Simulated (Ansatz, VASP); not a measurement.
## Two plane-wave programs on MgI2

```
Mg I
1.0
     4.20804    0.00000    0.00000
    -2.10402    3.64427    0.00000
     0.00000    0.00000    7.75057
Mg I
1 2
Direct
  0.00000 0.00000 0.00000
  0.33333 0.66667 0.21574
  0.66667 0.33333 0.78426
```

Alike in both runs: functional PBE; k mesh 6 × 6 × 4; occupations gaussian, width 0.02 eV; no spin polarisation.

Ansatz relaxed the structure, and its values are those at the end. VASP's run is a single point on that final structure, the one shown.

|  | VASP | Ansatz |
| --- | --- | --- |
| version | VASP 6.6.1 | Ansatz 0.2.0 |
| potentials or method | VASP PAW PBE potentials, release 64 (Mg, I) | scalar-relativistic, plane waves, PAW |
| plane-wave cutoff (eV) | 520 | 420 |
| valence electrons in the cell | 16 | 44 |

```tsv
	VASP	Ansatz	Ansatz less VASP
gap on the k mesh at the Fermi level (eV)	3.61	3.63	+0.017
least direct gap on the mesh (eV)	3.70	3.72	+0.015
pressure (GPa)	0.0	0.0	+0.05
rms of the force components (eV/Å)	0.004	0.000	-0.0042
```

With one functional, cell and mesh, what is left measures potentials, basis and numerics. The two sets of potentials don't hold the same shells in valence. Ansatz warned: «structure_snapped_to_symmetry».

Caveats: spin-orbit coupling is left out, which moves the levels of the heavy elements; this functional lacks dispersion, which binds the layers, so the pressure and a relaxed spacing across them are unreliable. A k mesh can miss the band edges. Expect the measured gap to be larger: semilocal functionals such as PBE lack the derivative discontinuity.
